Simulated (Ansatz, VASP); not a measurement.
## Ga in VASP and in Ansatz

File INCAR:

```
PREC = Accurate
ENCUT = 520
EDIFF = 1E-7
ISMEAR = -1
SIGMA = 0.05
LREAL = F
LASPH = T
NELM = 60
ALGO = Normal
ISIF = 2
LWAVE = F
LCHARG = F
GGA = PE
NBANDS = 20
```

KPOINTS

```
Automatic mesh
0
Gamma
  10 10 8
```

Contents of POSCAR:

```
Ga
1.0
    1.3737178411     -3.9994756958      0.0000000000
    1.3737178411      3.9994756958      0.0000000000
   -0.1166592328      0.0000000000      3.3075802485
Ga
2
Direct
    0.1310000000      0.8690000000      0.7500000000
    0.8690000000      0.1310000000      0.2500000000
```

input.yaml

```yaml
crystal:
  lattice:
    - [1.3737178411, -3.9994756958, 0.0]
    - [1.3737178411, 3.9994756958, 0.0]
    - [-0.1166592328, 0.0, 3.3075802485]
  atoms:
    - { symbol: Ga, position: [0.131, 0.869, 0.75] }
    - { symbol: Ga, position: [0.869, 0.131, 0.25] }
hamiltonian:
  xc: pbe
  pseudopotentials: { kind: paw }
kpoints:
  mp_grid: { grid: [10, 10, 8] }
scf:
  occupations: { method: fermi_dirac, width: 0.05 }
output:
  forces: true
  stress: true
  eigenvalues: true
```

Change from the starting cell: volume scaled by 0.98.

Alike in both runs: task single point; functional PBE; k mesh 10 × 10 × 8; occupations fermi-dirac, width 0.05 eV; no spin polarisation.

```csv
,VASP,Ansatz
version,VASP 6.6.1,Ansatz 0.2.0
potentials or method,"VASP PAW PBE potentials, release 64 (Ga_d)",Ansatz PAW
plane-wave cutoff (eV),520,420
valence electrons in the cell,26,26
```

|  | VASP | Ansatz | Ansatz less VASP |
| --- | --- | --- | --- |
| gap on the k mesh at the Fermi level (eV) | none | none | - |
| pressure (GPa) | 3.1 | 2.9 | -0.18 |
| largest component of the traceless stress (GPa) | 1.04 | 1.02 | -0.020 |
| rms of the force components (eV/Å) | 0.122 | 0.121 | -0.0007 |

Atom by atom the forces differ by 0.001 eV/Å (rms over components). A gap of «none» marks a metal or a gap that the smearing closes. With one functional, cell and mesh, what is left measures potentials, basis and numerics.
